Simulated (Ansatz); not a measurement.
TiCo:

```
Co Ti
1.0
     2.98611    0.00000    0.00000
     0.00000    2.98611    0.00000
     0.00000    0.00000    2.98611
Co Ti
1 1
Direct
  0.50000 0.50000 0.50000
  0.00000 0.00000 0.00000
```

The cell comes from a database or a generator and needn't be the stable form of this composition.

Base run:

```yaml
Program: Ansatz 0.2.0
Functional: RPBE
Potentials_or_basis: all-electron LAPW, scalar-relativistic
Cutoff: 280 eV (chosen from the basis error)
Basis_error_allowed: 0.001 eV/atom
k_mesh: 9 × 9 × 9
Occupations: fermi-dirac, width 0.05 eV
Spin: collinear spin, ferromagnetic start
Starting_moments: "[2.0, 1.0] μB"
```

Its results: pressure 4.1 GPa; net moment 0.85 μB per cell; site moments Co +0.98; Ti -0.06 μB.

After a change of settings the same cell gave: pressure -14.7 GPa; net moment 0.49 μB per cell; site moments Co +0.54; Ti -0.02 μB. Which change was it?
A. functional from RPBE to PBE
B. functional from RPBE to LDA
C. functional from RPBE to PBE; occupations from fermi-dirac, width 0.05 eV to gaussian, width 0.018 eV
D. functional from RPBE to PBEsol

B.

LDA binds more tightly than RPBE, so the same cell stands under less pressure.
